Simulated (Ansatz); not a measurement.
One crystal and one scan (scan of one atom of the cell) at two levels, PBE (plane waves to 420 eV, PAW, scalar-relativistic; Ansatz, a program for electronic structure) and r2SCAN (plane waves to 500 eV, PAW, scalar-relativistic; Ansatz), each from its own relaxed cell and on its own mesh. The cell shown is that of PBE.

CoPt (CuAu type, space group P4/mmm)

```xyz
2
Lattice="2.6948 0.0000 0.0000 0.0000 2.6948 0.0000 0.0000 0.0000 3.7242" Properties=species:S:1:pos:R:3 pbc="T T T"
Co     1.3474     1.3474     1.8621
Pt     0.0000     0.0000     0.0000
```

Scan: atom 2 (Pt, nearest neighbour Co at 2.664 Å; its periodic images, 2.7 Å or more away, move with it) is displaced along Cartesian [111], direction (0.577, 0.577, 0.577) in Cartesian axes, by s. The other atoms stay.

E stands for the smeared free energy. CoPt was relaxed with its symmetry unable to fall. Relaxed CoPt ends ferromagnetic. Spin-orbit coupling is left out, though Pt is heavy. The magnetic order is the one the run started from; other orders were not tried. (PBE) Left out: 2 of 11 points, with atoms too close for the PAW data. (PBE) Relaxed CoPt ends ferromagnetic. (r2SCAN) Left out: 2 of 11 points, with atoms too close for the PAW data. (r2SCAN) On this mesh the relaxed cell isn't quite at rest: it carries a pressure of -0.2 GPa (compression positive) at the zero of the scan. (r2SCAN) Relaxed CoPt ends ferromagnetic. With partly filled bands, energies and forces of such displacements shift with the k mesh and the smearing. Both scans cover s from -0.640 to 0.640 Å.

ΔE (meV/cell), each from the undisplaced structure of its own level:

| s (Å) | PBE | r2SCAN |
|---|---|---|
| -0.640 | 1932 | 1969 |
| -0.480 | 860 | withheld |
| -0.320 | 312 | 319 |
| -0.160 | 67 | 69 |
| 0.000 | 0 | 0 |
| 0.160 | 67 | 69 |
| 0.320 | 312 | 319 |
| 0.480 | 860 | withheld |
| 0.640 | 1932 | 1969 |

Task: Estimate the r2SCAN value at -0.480 from the PBE value there and the ratio of the two levels in the two nearest given rows on that side of the minimum.

Result: At -0.320 and -0.640 the ratio r2SCAN/PBE averages 1.021, which gives 1.021 × 860 = 878 meV/cell. The calculation gives 883 meV/cell, +2.7 % against PBE.

(A displaced cell: forces are minus the slopes of the energy, force constants its curvatures, and phonons follow from these.)
